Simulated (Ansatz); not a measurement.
Orbital character of the bands of Li$_{2}$S

```
Li S
1.0
     0.00000    2.85400    2.85400
     2.85400    0.00000    2.85400
     2.85400    2.85400    0.00000
Li S
2 1
Direct
  0.25000 0.25000 0.25000
  0.75000 0.75000 0.75000
  0.00000 0.00000 0.00000
```

Atom numbers follow the list: Li1, Li2, S3.

Conventional cell: a = 5.708 Å, b = 5.708 Å, c = 5.708 Å, α = 90.00°, β = 90.00°, γ = 90.00°. Li (atom 1) has 4 S at 2.47 Å as nearest neighbours. S (atom 3) is surrounded by 8 Li at 2.47 Å.

The cell comes from COD entry 1010874, which wasn't checked; take it as a given geometry.

These are results of DFT, LDA, all-electron LAPW, scalar-relativistic in Ansatz 0.2.0, not measurements.

The runs use a Γ-centred 7×7×7 k mesh, Fermi–Dirac smearing of 0.02 eV, basis error target 1 meV/atom, no spin polarisation.

Weights are projections on a minimal set of Löwdin-orthogonalised atomic shells, summed over atoms of an element; the rest lies outside that basis, and weights on diffuse cation s shells are inflated where empty shells are missing from it. Energies are in eV from the valence-band top.

Points: L (0.500, 0.500, 0.500), X (0.500, 0.000, 0.500).

```
           state  character
    L, -10.55 eV          ?
     L, -2.91 eV          ?
L, -0.52 eV (×2)          ?
    X, -10.42 eV  S 3s 99 %
     X, -2.18 eV          ?
X, -1.45 eV (×2)  S 3p 96 %
```

Problem. Fill in "character" for the row "L, -0.52 eV (×2)".

Solution. S 3p 98 %.

Problem. What belongs in the row "L, -10.55 eV", column "character"?

Solution. S 3s 86 %, Li 2s 14 %.

Problem. Fill in "character" for the row "X, -2.18 eV".

Solution. S 3p 79 %, Li 2s 20 %.

Problem. Give the missing entry: row "L, -2.91 eV", column "character".

Solution. S 3p 74 %, Li 2s 24 %.
